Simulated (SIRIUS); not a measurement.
The system is Sn.

```
CELL_PARAMETERS angstrom
-1.72654 1.77555 2.33834
1.72654 -1.77555 2.33834
1.72654 1.77555 -2.33834
ATOMIC_POSITIONS crystal
Sn 0.00000 0.00000 0.00000
```

This isn't the form of Sn at room conditions, which is tetragonal (white tin).

* Program: SIRIUS 7.10.0
* Task: single point
* Functional: PBEsol
* Potentials or basis: PseudoDojo 0.4.1 PBEsol standard (scalar relativistic)
* Cutoff: 983 eV
* Density cutoff: 3932 eV
* k mesh: 11 × 11 × 11
* Occupations: fermi-dirac, width 0.05 eV
* Spin: no spin polarisation

On this cell: pressure -3.6 GPa; band gap on the k mesh none (metal or under the smearing width).

The same run follows on a disturbed copy (cell strained at random at fixed volume):

```
Sn
1.0
    -1.66577    1.76563    2.29581
     1.74442   -1.79906    2.37926
     1.68238    1.81521   -2.32119
Sn
1
Direct
  0.99505 0.98835 0.99670
```

What does the disturbed cell give?

The energy (extrapolated to zero smearing) moves by +4.9 meV/atom; pressure -3.5 GPa; band gap on the k mesh none (metal or under the smearing width).

Stress tensor (GPa, compression positive):
```
-2.71 -0.02 -0.58
-0.02 -4.46  0.16
-0.58  0.16 -3.42
```
